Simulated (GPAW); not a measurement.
Runs of GPAW 26.7.0 on AlN. Symmetry: F-43m, No. 216, cubic system. The conventional cell has a = 4.368 Å, b = 4.368 Å, c = 4.368 Å, α = 90.00°, β = 90.00°, γ = 90.00°. Al (site symmetry -43m) is surrounded by 4 N at 1.89 Å. Around N (site symmetry -43m) lie 4 Al at 1.89 Å. Measurements of this composition are mostly on another form, of space group No. 186.

| task | level | potentials or basis | cell | optimizer | fmax | max steps | target pressure | convergence | gap on the mesh (eV) | pressure (GPa) |
| --- | --- | --- | --- | --- | --- | --- | --- | --- | --- | --- |
| relaxation of cell and atoms | PBEsol | PAW data sets generated in the run's folder for this functional, pw | relaxed to 5 GPa | BFGS | 0.02 eV/Å | 60 | 5 GPa | density=1e-05 forces=0.0001 | (c) | 5.0 |
| band structure | r4SCAN | GPAW PAW data sets (gpaw-data 1.2.1), pw | as given | - | - | - | - | - | 3.96 | (a) |
| band structure | rSCAN | GPAW PAW data sets (gpaw-data 1.2.1), pw | as given | - | - | - | - | - | 3.97 | (b) |
| relaxation of cell and atoms | PBEsol | PAW data sets generated in the run's folder for this functional, pw | relaxed to 10 GPa | BFGS | 0.02 eV/Å | 60 | 10 GPa | density=1e-05 forces=0.0001 | 3.20 | 10.2 |
| relaxation of cell and atoms | PBEsol | PAW data sets generated in the run's folder for this functional, pw | relaxed to 20 GPa | BFGS | 0.02 eV/Å | 60 | 20 GPa | density=1e-05 forces=0.0001 | 3.21 | 20.0 |
| band structure | PBEint | PAW data sets generated in the run's folder for this functional, pw | as given | - | - | - | - | - | 3.16 | 4.2 |

Alike in all rows: no spin polarisation; k mesh 10 × 10 × 10; cutoff (eV) 800; smearing fermi-dirac 0.05 eV.

Question: Estimate the missing entries.

Answer: (a) 1.0; (b) -0.2; (c) 3.19.

Caveats: later steps reuse the first step's grids (some runs); the PAW data sets were made with another functional, which shifts forces and pressure a little (some runs).

A k mesh can miss the band edges.

Runs at the PBE level aren't shown here.
